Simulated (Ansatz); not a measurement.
# V, one cell by several methods

```
V
1.0
     2.61252    0.00000    0.00000
    -1.30626    2.26251    0.00000
     0.00000    0.00000    4.68790
V
2
Direct
  0.33333 0.66667 0.25000
  0.66667 0.33333 0.75000
```

Atom numbers follow the list: V1, V2.

The cell was built from the hcp type and relaxed in the same program, and has space group P6_3/mmc; it needn't be a known or the stable phase.

Methods: DFT, PBE, PAW with Ansatz's default frozen-core files, scalar-relativistic (Ansatz 0.2.0); DFT, PBE, all-electron LAPW, scalar-relativistic (Ansatz 0.2.0).

For PAW: a Γ-centred 18×18×10 k mesh, Fermi–Dirac smearing of 0.08 eV, cutoff 420 eV, spin-polarised from start moments V1 1.5, V2 1.5 μB (the moments died away, and the run ended non-magnetic). LAPW targets a basis error of 1 meV/atom. The Ansatz runs share mesh, smearing and spin set-up. Plane-wave (PAW) pressures include the program's estimate of the Pulay term.

Stress and pressure are positive in compression.

Levels count from the Fermi level.

PAW results:

```json
{"quantity": "pressure (GPa)", "PAW": "-0.01"}
{"quantity": "highest filled level at Γ (eV)", "PAW": "-0.156"}
{"quantity": "lowest empty level at Γ (eV)", "PAW": "0.316"}
{"quantity": "highest filled level at L (eV)", "PAW": "-1.778"}
{"quantity": "lowest empty level at L (eV)", "PAW": "1.599"}
{"quantity": "highest filled level at A (eV)", "PAW": "-0.982"}
{"quantity": "lowest empty level at A (eV)", "PAW": "0.348"}
```

Question: What does all-electron LAPW give for the same quantities?

Answer: 
| quantity | LAPW |
| --- | --- |
| pressure (GPa) | -0.04 |
| highest filled level at Γ (eV) | -0.156 |
| lowest empty level at Γ (eV) | 0.318 |
| highest filled level at L (eV) | -1.777 |
| lowest empty level at L (eV) | 1.598 |
| highest filled level at A (eV) | -0.982 |
| lowest empty level at A (eV) | 0.350 |
